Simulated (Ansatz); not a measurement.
**CdSe: further runs on the relaxed cell**

One table from this session's results is given with a row withheld; the runs are named, their logs left out.

Method: DFT PBE, scalar-relativistic, plane waves, PAW, in Ansatz 0.2.0.

1 further run of the same task is left out (set aside as unsound or not needed).

## The system as given

The structure is cubic, space group F-43m (No. 216). The conventional cell has a = 6.197 Å, b = 6.197 Å, c = 6.197 Å, α = 90.00°, β = 90.00°, γ = 90.00°. Cd (site symmetry -43m) has 4 Se at 2.68 Å as nearest neighbours. Se (site symmetry -43m) has 4 Cd at 2.68 Å as nearest neighbours.

Structure file:

```xyz
2
Lattice="0.0000 3.0984 3.0984 3.0984 0.0000 3.0984 3.0984 3.0984 0.0000" Properties=species:S:1:pos:R:3 pbc="T T T"
Cd    0.0000    0.0000    0.0000
Se    4.6476    4.6476    4.6476
```

It goes back to an entry of the Materials Project, which need not be the stable form.

It is the result of an earlier relaxation at this level (volume 29.75 Å³/atom; gap on the mesh: 0.49 eV).

Set-up of the first run:

Contents of input.yaml:

```yaml
crystal:
  lattice:
    - [0.0, 3.0984146745, 3.0984146745]
    - [3.0984146745, 0.0, 3.0984146745]
    - [3.0984146745, 3.0984146745, 0.0]
  atoms:
    - { symbol: Cd, position: [0.0, 0.0, 0.0] }
    - { symbol: Se, position: [0.75, 0.75, 0.75] }
basis:
  ecutwfc: 420
kpoints:
  mp_grid: { grid: [10, 10, 10] }
  band_path:
    path:
      - [[0.0, 0.0, 0.0], [-0.5, -0.5, 0.0], [-0.375, -0.375, 0.25]]
      - [[-0.375, 0.0, 0.375], [0.0, 0.0, 0.0], [0.0, 0.0, 0.5], [-0.5, -0.25, 0.25], [-0.5, -0.5, 0.0]]
    npoints: 14
hamiltonian:
  xc: pbe
scf:
  occupations: { method: gaussian, width: 0.02 }
  n_extra_bands: 6
output:
  forces: true
  stress: true
  eigenvalues: true
  populations: true
  dos: { projected: true, de: 0.02, nscf_kmesh: { grid: [15, 15, 15] } }
  bader: true
  write_density: true
  write_potential: true
  elf: true
  volumetric_format: npy
```

Started as:

```sh
$ ansatz run input.yaml --threads 1 --pin off --max-ram 2560MiB --backend cpu --events-out ev --progress --plain --runs-dir out
```

Steps of the session up to this table: Bands, states and charges; Band edges anywhere in the zone; Levels beside the edges; Volume × 0.97; Point at V/V0 = 1.03; Volume × 0.94; Point at V/V0 = 1.06.

One table of the session follows, with a row left open; its other results are not shown here.

It belongs to the step «Energy against volume». 

| volume (Å³/atom) | energy above the lowest point (meV/atom) | pressure (GPa) | gap on the mesh (eV) |
| --- | --- | --- | --- |
| 27.961 | 16.6 | 3.18 | 0.62 |
| 28.853 | 3.8 | 1.44 | 0.56 |
| 29.745 | 0.0 | -0.02 | 0.49 |
| 30.638 | ? | ? | ? |
| 31.530 | 13.6 | -2.29 | 0.37 |

Q: Estimate the row for volume (Å³/atom) = 30.638 from the others.

Worked estimate for «energy above the lowest point (meV/atom)». A straight line through the neighbours (29.745, 0.0) and (31.530, 13.6) gives 0.0 + (13.6 − 0.0) × (30.638 − 29.745) / (31.530 − 29.745) = 6.8; a parabola fitted to 3 rows on both sides gives 3.3.

As computed: energy above the lowest point (meV/atom): 3.6; pressure (GPa): -1.25; gap on the mesh (eV): 0.43. In «energy above the lowest point (meV/atom)» the line misses by +3.2 and the parabola by -0.3.
